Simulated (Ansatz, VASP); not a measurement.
Ag: VASP beside Ansatz

```xyz
1
Lattice="-1.4737 1.4737 2.0500 1.4737 -1.4737 2.0500 1.4737 1.4737 -2.0500" Properties=species:S:1:pos:R:3 pbc="T T T"
Ag    0.0000    0.0000    0.0000
```

Alike in both runs: task relaxation of cell and atoms; functional PBE; k mesh 8 × 8 × 8; occupations gaussian, width 0.1 eV; no spin polarisation.

|  | VASP | Ansatz |
| --- | --- | --- |
| version | VASP 6.6.1 | Ansatz 0.2.0 |
| potentials or method | VASP PAW PBE potentials, release 64 (Ag) | scalar-relativistic, plane waves, PAW |
| plane-wave cutoff (eV) | 600 | 420 |
| valence electrons in the cell | 11 | 19 |

|  | VASP | Ansatz | Ansatz less VASP |
| --- | --- | --- | --- |
| gap on the k mesh at the Fermi level, each at its own relaxed structure (eV) | none | none | - |
| relaxed volume (Å³/atom) | 17.96 | 17.94 | -0.015 |
| relaxed cell length with the largest relative difference (Å) | 2.932 | 2.932 | -0.0001 |

A gap of «none» marks a metal or a gap that the smearing closes. The two sets of potentials don't hold the same shells in valence.

Caveats: the k mesh is coarse (spacing up to 0.38 Å⁻¹), so the values aren't converged.
